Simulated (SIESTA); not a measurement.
**GaSb: equation of state with LDA**

GaSb:

```
CELL_PARAMETERS angstrom
-2.75343 2.75343 1.59071
2.75343 -2.75343 1.59071
2.75343 2.75343 -1.59071
ATOMIC_POSITIONS crystal
Sb 0.00000 0.00000 0.00000
Ga 0.75000 0.25000 0.50000
```

Measurements of this composition are mostly on another form, of space group No. 216.

| Property | Result |
| --- | --- |
| Program | SIESTA 5.4.2 |
| Task | equation of state |
| Functional | LDA |
| Potentials or basis | PseudoDojo 0.4 standard (LDA files) |
| Basis | DZP (energy shift 0.003 Ry; two zetas on semicore shells) |
| Grid cutoff | 800 Ry |
| Energy shift | 0.003 Ry |
| k mesh | 10 × 10 × 10 |
| Occupations | fermi-dirac, width 0.05 eV |
| Spin | no spin polarisation |

| Item | Value |
| --- | --- |
| Equilibrium volume | 22.45 Å³/atom (rough: see the caveat) |
| Bulk modulus at fixed shape and positions | 67 GPa (rough) |

Energy against volume, from the lowest point:
```csv
volume (Å³/atom),energy (meV/atom)
22.672,0.00
23.155,3.93
23.637,11.40
24.120,21.98
24.602,35.25
25.084,50.85
25.567,68.48
```

All runs of the series together: 22 min on 1 thread of Arm Neoverse V1, with other jobs on the host.

Caveat: the minimum lies outside the volumes run; the cell was scaled at fixed shape and fractional positions, which overstates the stiffness of a crystal with free parameters, most of all of layers and chains; the basis of atomic orbitals isn't converged, which shifts pressures, moduli and gaps. The run has no spin-orbit coupling, so splittings on Sb are missing.
